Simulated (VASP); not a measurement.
# Ge (P6_3/mmc) in VASP: notebook

Runs on Ge. Level: PBEsol. Tasks: single point.

Program: VASP 6.6.1. These are calculated values, not measurements. Logs are shortened: lines on timing, memory, paths and dates and some standing lists are left out, and cuts for length are marked.

## Step 1: The cell of the first run

It takes space group P6_3/mmc (No. 194, hexagonal). Conventional cell: a = 4.075 Å, b = 4.075 Å, c = 7.321 Å, α = 90.00°, β = 90.00°, γ = 120.00°. Around Ge (site symmetry 3m) lie 3 Ge at 2.38 Å.

This isn't the form of Ge at room conditions, which is diamond.

## Step 2: Single point, PBEsol (strained and moved within the space group)

File INCAR:

```
SYSTEM = Ge
PREC = Accurate
ENCUT = 520
EDIFF = 1E-6
ISMEAR = 0
SIGMA = 0.1
LREAL = .FALSE.
LASPH = .TRUE.
NELM = 100
ALGO = Fast
ISIF = 2
LWAVE = .FALSE.
LCHARG = .FALSE.
GGA = PS
NBANDS = 36
```

File KPOINTS:

```
Automatic mesh
0
G
  12 12 6
  0 0 0
```

File POSCAR:

```
Ge
1.0
    4.0748591774      0.0000000000      0.0000000000
   -2.0374295888      3.5289315646      0.0000000000
    0.0000000000      0.0000000000      7.3208879413
Ge
4
Direct
    0.6666666700      0.3333333300      0.0250188917
    0.3333333300      0.6666666700      0.5250188917
    0.6666666700      0.3333333300      0.4749811083
    0.3333333300      0.6666666700      0.9749811083
```

Potentials or basis: VASP PAW PBE potentials, release 64 (Ge_d).

Run with:

```bash
$ cat potpaw_PBE.64/Ge_d/POTCAR > POTCAR
$ mpirun -np 1 vasp_std > vasp.out
```

OUTCAR:

```text
SYSTEM = Ge
   PREC = Accurate
   ENCUT = 520
   EDIFF = 1E-6
   ISMEAR = 0
   LREAL = .FALSE.
   LASPH = .TRUE.
   NELM = 100
   ISIF = 2
   GGA = PS

 ion  position               nearest neighbor table
   1  0.667  0.333  0.025-   4 2.38   4 2.38   4 2.38
   2  0.333  0.667  0.525-   3 2.38   3 2.38   3 2.38
   3  0.667  0.333  0.475-   2 2.38   2 2.38   2 2.38
   4  0.333  0.667  0.975-   1 2.38   1 2.38   1 2.38

  LATTYP: Found a hexagonal cell.
 ALAT       =     4.0748591774
 C/A-ratio  =     1.7965990044

  Lattice vectors:

 A1 = (   4.0748591774,   0.0000000000,   0.0000000000)
 A2 = (  -2.0374295888,   3.5289315646,   0.0000000000)
 A3 = (   0.0000000000,   0.0000000000,   7.3208879413)

Analysis of symmetry for initial positions (statically):
=====================================================================
 Subroutine PRICEL returns:
 Original cell was already a primitive cell.

 Routine SETGRP: Setting up the symmetry group for a
 hexagonal supercell.

 Subroutine GETGRP returns: Found 24 space group operations
 (whereof 12 operations were pure point group operations)
 out of a pool of 24 trial point group operations.

The static configuration has the point symmetry D_3d.
 The point group associated with its full space group is D_6h.

Analysis of symmetry for dynamics (positions and initial velocities):
=====================================================================
 Subroutine PRICEL returns:
 Original cell was already a primitive cell.

 Routine SETGRP: Setting up the symmetry group for a
 hexagonal supercell.

 Subroutine GETGRP returns: Found 24 space group operations
 (whereof 12 operations were pure point group operations)
 out of a pool of 24 trial point group operations.

The dynamic configuration has the point symmetry D_3d.
 The point group associated with its full space group is D_6h.

 Subroutine INISYM returns: Found 24 space group operations
 (whereof 12 operations are pure point group operations),
 and found     1 'primitive' translations

----------------------------------------------------------------------------------------

                                     Primitive cell

  volume of cell :     105.2736

[... 89 lines left out ...]
   LASPH  =      T    aspherical Exc in radial PAW
   ENCUT  =  520.0 eV  38.22 Ry    6.18 a.u.   7.58  7.58 13.61*2*pi/ulx,y,z
   NELM   =    100;   NELMIN=  2; NELMDL= -5     # of ELM steps
   EDIFF  = 0.1E-05   stopping-criterion for ELM
   LREAL  =      F    real-space projection
   EDIFFG = 0.1E-04   stopping-criterion for IOM
   NSW    =      0    number of steps for IOM
   IBRION =     -1    ionic relax: 0-MD 1-quasi-New 2-CG
   NFREE  =      0    steps in history (QN), initial steepest desc. (CG)
   ISIF   =      2    stress and relaxation
   ISYM   =      2    0-nonsym 1-usesym 2-fastsym
   POTIM  = 0.5000    time-step for ionic-motion
   TEBEG  =    0.0;   TEEND  =   0.0 temperature during run
   PSTRESS=    0.0 pullay stress
   NELECT =      56.0000    total number of electrons
   NUPDOWN=      -1.0000    fix difference up-down
   EMIN   =  10.00;   EMAX   =-10.00  energy-range for DOS
   EFERMI =   0.00;   METHOD = LEGACY
   ISMEAR =     0;   SIGMA  =   0.10  broadening in eV -4-tet -1-fermi 0-gaus
   EFERMI_NEDOS =   21; number of points for ismear=-14 and -15
   IALGO  =     68    algorithm
   IMIX   =      4    mixing-type and parameters
     AMIX     =   0.40;   BMIX     =  1.00
     AMIX_MAG =   1.60;   BMIX_MAG =  1.00
  volume/ion in A,a.u.               =      26.32       177.61
  Fermi-wavevector in a.u.,A,eV,Ry     =   1.326471  2.506666 23.939782  1.759524
  Thomas-Fermi vector in A             =   2.455855
   LORBIT       =      0    0 simple, 1 ext, 2 COOP (PROOUT), +10 PAW based schemes
   GGA     = PS    functional components
   LHFCALC =     F    Hartree Fock is set to
   AEXX    =    0.0000 exact exchange contribution
   IVDW    =     0    specifies the selected vdW correction
   LEPSILON=     F    determine dielectric tensor
   LRPA    =     F    only Hartree local field effects (RPA)
 non-spin polarized calculation
 RMM-DIIS sequential band-by-band and
 Gauss-broadening in eV      SIGMA  =   0.10
  energy-cutoff  :      520.00
  volume of cell :      105.27
 maximum number of plane-waves:      2877
   NGX = 15   NGY = 15   NGZ = 27

 number of electron      55.9999958 magnetization

 Free energy of the ion-electron system (eV)
  ---------------------------------------------------
  ext. energy  EPLUGINS =         0.00000000
  ---------------------------------------------------
  free energy    TOTEN  =       -17.92087616 eV

  energy without entropy =      -17.91790332  energy(sigma->0) =      -17.91938974

 E-fermi :   3.6541     XC(G=0):  -9.4050

 val. band max:        3.6069009299   @ k =   0.2500   0.1667   0.0000
 cond. band min:       3.6989262078   @ k =   0.5000  -0.0000   0.0000
 fundamental gap:      0.0920252780
 Fermi energy:         3.6540566650

 k-point     1 :       0.0000    0.0000    0.0000
  band No.  band energies     occupation
      1     -21.3643      2.00000
      2     -21.3604      2.00000
      3     -21.3604      2.00000
      4     -21.3592      2.00000
      5     -21.3592      2.00000
      6     -21.3471      2.00000
[... 925 lines left out ...]
     35       9.7154      0.00000
     36      10.3025      0.00000

 [... further k-points ...]

------------------------ aborting loop because EDIFF is reached ----------------------------------------

  FORCE on cell =-STRESS in cart. coord.  units (eV):
  Direction    XX          YY          ZZ          XY          YZ          ZX
  --------------------------------------------------------------------------------------
  -------------------------------------------------------------------------------------
  Total        0.6023335      0.6023335     -3.8648744     -0.0000000      0.0000000      0.0000000
  in kB        9.1670166      9.1670166    -58.8201823     -0.0000000      0.0000000      0.0000000
  external PRESSURE =     -13.4953830 kB  Pullay stress =       0.0000000 kB

 VOLUME and BASIS-vectors are now :
 -----------------------------------------------------------------------------
  energy-cutoff  :      520.00
  volume of cell :      105.27
      direct lattice vectors                 reciprocal lattice vectors
     4.074859177  0.000000000  0.000000000     0.245407254  0.141685944  0.000000000
    -2.037429589  3.528931565  0.000000000     0.000000000  0.283371888  0.000000000
     0.000000000  0.000000000  7.320887941     0.000000000  0.000000000  0.136595452

 POSITION                                       TOTAL-FORCE (eV/Angst)
 -----------------------------------------------------------------------------------
      2.03743      1.17631      0.18316        -0.000000     -0.000000      1.442751
     -0.00000      2.35262      3.84360        -0.000000      0.000000      1.442751
      2.03743      1.17631      3.47728         0.000000      0.000000     -1.442751
     -0.00000      2.35262      7.13773        -0.000000     -0.000000     -1.442751
 -----------------------------------------------------------------------------------
    total drift:                                0.000007     -0.000004      0.000002

  FREE ENERGIE OF THE ION-ELECTRON SYSTEM (eV)
  ---------------------------------------------------
  free  energy   TOTEN  =       -17.9208761620 eV

  energy  without entropy=      -17.9179033220  energy(sigma->0) =      -17.91938974
```

stdout:

```text
POSCAR found type information on POSCAR Ge
 POSCAR found :  1 types and       4 ions
 scaLAPACK will be used
 -----------------------------------------------------------------------------
|                                                                             |
|                                                                             |
|     You enforced a specific xc type in the INCAR file but a different       |
|     I HOPE YOU KNOW WHAT YOU ARE DOING!                                     |
|                                                                             |
 -----------------------------------------------------------------------------

 LDA part: xc-table for (Slater+PW92), standard interpolation
 POSCAR, INCAR and KPOINTS ok, starting setup
 FFT: planning ... GRIDC
 FFT: planning ... GRID_SOFT
 FFT: planning ... GRID
 WAVECAR not read
 entering main loop
WARNING in EDDRMM: call to ZHEGV failed, returncode =   8  4     32
WARNING in EDDRMM: call to ZHEGV failed, returncode =   6  3     29
```

Wall time 1.8 min (1 thread of Intel Xeon 6975P-C (Granite Rapids), shared host); peak memory 0.34 GiB.

What came out:

* Free energy: -17.9209 eV
* Pressure: -1.3 GPa
* Largest force: 1.443 eV/Å
* Band gap on the k mesh: none (metal or under the smearing width)

Forces on the atoms (eV/Å):
```
Ge   0.000  0.000  1.443
Ge   0.000  0.000  1.443
Ge   0.000  0.000 -1.443
Ge   0.000  0.000 -1.443
```

Stress tensor (GPa, compression positive):
```
 0.92  0.00  0.00
 0.00  0.92  0.00
 0.00  0.00 -5.88
```

Caveat: the PAW data sets were made with another functional, which shifts forces and pressure a little.

## Step 3: Single point, PBEsol (strained and moved within a subgroup)

File INCAR:

```
SYSTEM = Ge
  ALGO = Fast
  EDIFF = 1E-6
  ENCUT = 520
  GGA = PS
  ISIF = 2
  ISMEAR = 0
  LASPH = .True.
  LCHARG = .False.
  LREAL = .False.
  LWAVE = .False.
  NBANDS = 36
  NELM = 100
  PREC = Accurate
  SIGMA = 0.1
```

File KPOINTS:

```
k-points
0
Gamma
  12 12 6
  0 0 0
```

File POSCAR:

```
Ge
1.0
    4.1252287591      0.0000000000      0.0000000000
   -2.0626143796      3.5725529018      0.0000000000
    0.0000000000      0.0000000000      6.2161520724
Ge
4
Direct
    0.6666666700      0.3333333300      0.0734380295
    0.3333333300      0.6666666700      0.5325330283
    0.6666666700      0.3333333300      0.4674669717
    0.3333333300      0.6666666700      0.9265619705
```

Potentials or basis: VASP PAW PBE potentials, release 64 (Ge_d).

Run with:

```bash
$ cat potpaw_PBE.64/Ge_d/POTCAR > POTCAR
$ mpirun -np 1 vasp_std > vasp.out
```

Wall time 1.8 min (1 thread of Intel Xeon 6975P-C (Granite Rapids), shared host); peak memory 0.37 GiB.

Results (log left out):

* Free energy: -19.2003 eV
* Pressure: 0.1 GPa
* Largest force: 1.019 eV/Å
* Band gap on the k mesh: none (metal or under the smearing width)

Forces on the atoms (eV/Å):
```
Ge   0.000  0.000 -0.964
Ge   0.000  0.000  1.019
Ge   0.000  0.000 -1.019
Ge   0.000  0.000  0.964
```

Stress tensor (GPa, compression positive):
```
-2.31  0.00  0.00
 0.00 -2.31  0.00
 0.00  0.00  4.85
```

Levels at points of the mesh, in eV from the Fermi level:
| k point | band 25 | band 26 | band 27 | band 28 | band 29 | band 30 | band 31 | band 32 |
| --- | --- | --- | --- | --- | --- | --- | --- | --- |
| (0.00, 0.00, 0.00) | -1.97 | -1.44 | 0.29 | 0.36 | 0.36 | 0.62 | 2.08 | 2.08 |
| (0.50, 0.00, 0.00) | -4.23 | -3.42 | -2.49 | -1.03 | -0.07 | 2.06 | 3.95 | 4.21 |
| (0.00, 0.00, 0.50) | -1.65 | -1.65 | -0.88 | -0.40 | -0.40 | 0.91 | 2.95 | 2.95 |
| (0.50, 0.00, 0.50) | -3.08 | -1.86 | -1.79 | -1.63 | 0.34 | 0.99 | 2.11 | 2.57 |

Caveat: the PAW data sets were made with another functional, which shifts forces and pressure a little.

## Step 4: Single point, PBEsol (strained and moved within the space group)

File INCAR:

```
PREC = Accurate
ENCUT = 520
EDIFF = 1E-6
ISMEAR = 0
SIGMA = 0.1
LREAL = False
LASPH = True
NELM = 100
ALGO = Fast
ISIF = 2
LWAVE = False
LCHARG = False
GGA = PS
NBANDS = 36
```

File KPOINTS:

```
Automatic mesh
0
Gamma
  12 12 6
```

File POSCAR:

```
Ge
1.0
    4.0550711275      0.0000000000      0.0000000000
   -2.0275355638      3.5117946107      0.0000000000
    0.0000000000      0.0000000000      6.2983143279
Ge
4
Direct
    0.6666666700      0.3333333300      0.0401718350
    0.3333333300      0.6666666700      0.5401718350
    0.6666666700      0.3333333300      0.4598281650
    0.3333333300      0.6666666700      0.9598281650
```

Run with:

```bash
$ cat potpaw_PBE.64/Ge_d/POTCAR > POTCAR
$ mpirun -np 1 vasp_std > vasp.out
```

Wall time 1.8 min (1 thread of Intel Xeon 6975P-C (Granite Rapids), shared host); peak memory 0.31 GiB.

It converged, with:

```
Free energy            : -19.1468 eV
Pressure               : 1.7 GPa
Largest force          : 1.583 eV/Å
Band gap on the k mesh : none (metal or under the smearing width)
```

Forces in eV/Å, atoms in the order of the input:
```
Ge   0.000  0.000  1.583
Ge   0.000  0.000  1.583
Ge   0.000  0.000 -1.583
Ge   0.000  0.000 -1.583
```

Stress tensor (GPa, compression positive):
```
 3.33  0.00  0.00
 0.00  3.33  0.00
 0.00  0.00 -1.47
```

Levels at points of the mesh, in eV from the Fermi level:
| k point | band 25 | band 26 | band 27 | band 28 | band 29 | band 30 | band 31 | band 32 |
| --- | --- | --- | --- | --- | --- | --- | --- | --- |
| (0.00, 0.00, 0.00) | -1.94 | -1.43 | -0.44 | -0.44 | 0.19 | 1.35 | 2.28 | 2.28 |
| (0.50, 0.00, 0.00) | -4.10 | -3.50 | -2.21 | -1.93 | -0.19 | 1.67 | 4.35 | 4.66 |
| (0.00, 0.00, 0.50) | -1.32 | -1.32 | -1.32 | -1.32 | -0.44 | -0.44 | 3.17 | 3.17 |
| (0.50, 0.00, 0.50) | -2.84 | -2.84 | -1.69 | -1.69 | 0.62 | 0.62 | 1.73 | 1.73 |

Caveat: the PAW data sets were made with another functional, which shifts forces and pressure a little.

## Step 5: Single point, PBEsol (strained and moved within the space group)

File INCAR:

```
SYSTEM = Ge
PREC = Accurate
ENCUT = 520
EDIFF = 1E-6
ISMEAR = 0
SIGMA = 0.1
LREAL = .FALSE.
LASPH = .TRUE.
NELM = 100
ALGO = Fast
ISIF = 2
LWAVE = .FALSE.
LCHARG = .FALSE.
GGA = PS
NBANDS = 36
```

File KPOINTS:

```
Automatic mesh
0
G
  12 12 6
  0 0 0
```

File POSCAR:

```
Ge
1.0
    4.0017833082      0.0000000000      0.0000000000
   -2.0008916542      3.4656460054      0.0000000000
    0.0000000000      0.0000000000      7.2002513123
Ge
4
Direct
    0.6666666700      0.3333333300      0.1007836083
    0.3333333300      0.6666666700      0.6007836083
    0.6666666700      0.3333333300      0.3992163917
    0.3333333300      0.6666666700      0.8992163917
```

Potentials or basis: VASP PAW PBE potentials, release 64 (Ge_d).

Run with:

```bash
$ cat potpaw_PBE.64/Ge_d/POTCAR > POTCAR
$ mpirun -np 1 vasp_std > vasp.out
```

OUTCAR:

```text
SYSTEM = Ge
   PREC = Accurate
   ENCUT = 520
   EDIFF = 1E-6
   ISMEAR = 0
   LREAL = .FALSE.
   LASPH = .TRUE.
   NELM = 100
   ISIF = 2
   GGA = PS

 ion  position               nearest neighbor table
   1  0.667  0.333  0.101-   3 2.15   4 2.73   4 2.73   4 2.73
   2  0.333  0.667  0.601-   4 2.15   3 2.73   3 2.73   3 2.73
   3  0.667  0.333  0.399-   1 2.15   2 2.73   2 2.73   2 2.73
   4  0.333  0.667  0.899-   2 2.15   1 2.73   1 2.73   1 2.73

  LATTYP: Found a hexagonal cell.
 ALAT       =     4.0017833082
 C/A-ratio  =     1.7992606690
[... 1138 lines left out ...]
  Direction    XX          YY          ZZ          XY          YZ          ZX
  --------------------------------------------------------------------------------------
  -------------------------------------------------------------------------------------
  Total       -3.4806695     -3.4806695      8.1251169      0.0000000     -0.0000000      0.0000000
  in kB      -55.8454688    -55.8454688    130.3631287      0.0000000     -0.0000000      0.0000000
  external PRESSURE =       6.2240637 kB  Pullay stress =       0.0000000 kB

 VOLUME and BASIS-vectors are now :
 -----------------------------------------------------------------------------
  energy-cutoff  :      520.00
  volume of cell :       99.86
      direct lattice vectors                 reciprocal lattice vectors
     4.001783308  0.000000000  0.000000000     0.249888593  0.144273246  0.000000000
    -2.000891654  3.465646005  0.000000000     0.000000000  0.288546493  0.000000000
     0.000000000  0.000000000  7.200251312     0.000000000  0.000000000  0.138884041

 POSITION                                       TOTAL-FORCE (eV/Angst)
 -----------------------------------------------------------------------------------
      2.00089      1.15522      0.72567         0.000000     -0.000000     -5.441456
     -0.00000      2.31043      4.32579        -0.000000     -0.000000     -5.441456
      2.00089      1.15522      2.87446         0.000000     -0.000000      5.441456
     -0.00000      2.31043      6.47458        -0.000000      0.000000      5.441456
 -----------------------------------------------------------------------------------
    total drift:                                0.000006     -0.000004      0.000005

  FREE ENERGIE OF THE ION-ELECTRON SYSTEM (eV)
  ---------------------------------------------------
  free  energy   TOTEN  =       -17.0574985422 eV

  energy  without entropy=      -17.0431645024  energy(sigma->0) =      -17.05033152
```

OSZICAR:

```text
N       E                     dE             d eps       ncg     rms          rms(c)
DAV:   1     0.501481558723E+03    0.50148E+03   -0.28436E+04  6360   0.411E+03
DAV:   2     0.697275885516E+02   -0.43175E+03   -0.42089E+03  5472   0.811E+02
DAV:   3    -0.125308970042E+02   -0.82258E+02   -0.81118E+02  6148   0.207E+02
DAV:   4    -0.171928130411E+02   -0.46619E+01   -0.46382E+01  6356   0.570E+01
DAV:   5    -0.172923561729E+02   -0.99543E-01   -0.99487E-01  6116   0.932E+00    0.411E+00
RMM:   6    -0.171306308518E+02    0.16173E+00   -0.79694E-02  6694   0.281E+00    0.235E+00
RMM:   7    -0.170553397597E+02    0.75291E-01   -0.12637E-01  6866   0.296E+00    0.182E-01
RMM:   8    -0.170568337820E+02   -0.14940E-02   -0.19642E-02  7142   0.123E+00    0.133E-01
RMM:   9    -0.170574169817E+02   -0.58320E-03   -0.53159E-03  8477   0.504E-01    0.115E-01
RMM:  10    -0.170575834625E+02   -0.16648E-03   -0.54743E-04  6934   0.239E-01    0.809E-02
RMM:  11    -0.170574903492E+02    0.93113E-04   -0.28318E-04  7039   0.181E-01    0.652E-03
RMM:  12    -0.170574973648E+02   -0.70156E-05   -0.67255E-05  7906   0.559E-02    0.393E-03
RMM:  13    -0.170574984103E+02   -0.10455E-05   -0.91797E-06  5827   0.197E-02    0.232E-03
RMM:  14    -0.170574985422E+02   -0.13187E-06   -0.19008E-06  4104   0.992E-03
   1 F= -.17057499E+02 E0= -.17050332E+02  d E =-.143340E-01
```

Wall time 2.1 min (1 thread of Intel Xeon 6975P-C (Granite Rapids), shared host); peak memory 0.33 GiB.

What came out:

- Free energy: -17.0575 eV
- Pressure: 0.6 GPa
- Largest force: 5.441 eV/Å
- Band gap on the k mesh: none (metal or under the smearing width)

Forces on the atoms (eV/Å):
```
Ge   0.000  0.000 -5.441
Ge   0.000  0.000 -5.441
Ge   0.000  0.000  5.441
Ge   0.000  0.000  5.441
```

Caveat: the PAW data sets were made with another functional, which shifts forces and pressure a little.
